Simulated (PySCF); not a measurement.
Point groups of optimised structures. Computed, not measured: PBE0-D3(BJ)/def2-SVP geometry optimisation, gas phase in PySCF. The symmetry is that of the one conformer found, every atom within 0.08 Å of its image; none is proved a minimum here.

Question: Point group, rotor type and polarity of `[Cl:1][CH:2]1[CH2:3][CH2:4][CH2:5][CH2:6][CH2:7]1` with Cl1–C2–C3–C4 70°, C2–C3–C4–C5 53°, C3–C4–C5–C6 -54°, C4–C5–C6–C7 55°?

Answer: Cs; asymmetric top; symmetry number 1; 2 operations, which sort the 18 atoms into 12 sets; dipole 1.93 D, in the ac plane, which is the mirror; A, B, C = 3214, 1776, 1525 MHz; heavy atoms equivalent by symmetry: C3/C7, C4/C6.

Question: `[CH3:1][Se:2][CH3:3]` with H–C1–Se2–C3 61° (nearest H), H–C3–Se2–C1 -61° (nearest H): symmetry, top, dipole?

Answer: C2v; asymmetric top; symmetry number 2; 4 operations, which sort the 9 atoms into 4 sets; dipole 1.45 D, along b, the twofold axis; heavy atoms equivalent by symmetry: C1/C3.

Question: What symmetry has `[CH3:1][S:2]([CH3:3])=[O:4]` with H–C1–S2–C3 -58° (nearest H), H–C3–S2–C1 57° (nearest H)?

Answer: Cs; asymmetric top; symmetry number 1; 2 operations, which sort the 10 atoms into 6 sets; dipole 3.95 D; A, B, C = 6960, 6791, 4176 MHz; heavy atoms equivalent by symmetry: C1/C3.

Question: What symmetry has `[CH3:1][C:2]([CH3:3])([CH3:4])[OH:5]`?

Answer: Cs; asymmetric top; symmetry number 1; 2 operations, which sort the 15 atoms into 10 sets; dipole 1.49 D; A, B, C = 4745, 4721, 4526 MHz; heavy atoms equivalent by symmetry: C1/C3.

Question: `[OH2]->[Ga+3](<-[OH2])(<-[OH2])(<-[OH2])(<-[OH2])<-[OH2]` ([Ga(H2O)6]3+): symmetry, top, dipole?

Answer: Th; spherical top; symmetry number 12; 24 operations, which sort the 19 atoms into 3 sets; dipole about the centre of mass forbidden by symmetry (computed 0.01 D); A, B, C = 1621, 1617, 1613 MHz.
